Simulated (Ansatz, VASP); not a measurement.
# One calculation of BaTiO3, two programs

```
Ba Ti O
1.0
     3.94574    0.00000    0.00000
     0.00000    3.94574    0.00000
     0.00000    0.00000    3.96370
Ba Ti O
1 1 3
Direct
  0.00000 0.00000 0.00000
  0.50000 0.50000 0.49000
  0.00000 0.50000 0.51700
  0.50000 0.00000 0.51700
  0.50000 0.50000 0.01900
```

Alike in both runs: task single point; functional PBE; dispersion D3(BJ); k mesh 7 × 7 × 7; occupations fermi-dirac, width 0.05 eV; no spin polarisation.

|  | VASP | Ansatz |
| --- | --- | --- |
| version | VASP 6.6.1 | Ansatz 0.2.0 |
| potentials or method | VASP PAW PBE potentials, release 64 (Ba_sv, Ti_sv, O) | Ansatz PAW |
| plane-wave cutoff (eV) | 520 | 420 |
| valence electrons in the cell | 40 | 40 |

```tsv
	VASP	Ansatz	Ansatz less VASP
gap on the k mesh at the Fermi level (eV)	1.95	2.02	+0.071
least direct gap on the mesh (eV)	2.11	2.14	+0.028
pressure (GPa)	8.5	6.4	-2.08
largest component of the traceless stress (GPa)	0.74	0.70	-0.039
rms of the force components (eV/Å)	0.053	0.042	-0.0118
dispersion energy (meV/atom)	-275.6	-275.7	-0.09
```

Atom by atom the forces differ by 0.018 eV/Å (rms over components).

Caveats: spin-orbit coupling is left out, which moves the levels of the heavy elements; an odd mesh through Γ misses points on the zone boundary, where band edges often lie (VASP); odd divisions of the mesh miss points on the zone boundary, where band edges often lie, so the gap on the mesh can be too wide (Ansatz); the pressure holds a Pulay correction of +0.6 GPa for the finite cutoff (Ansatz).
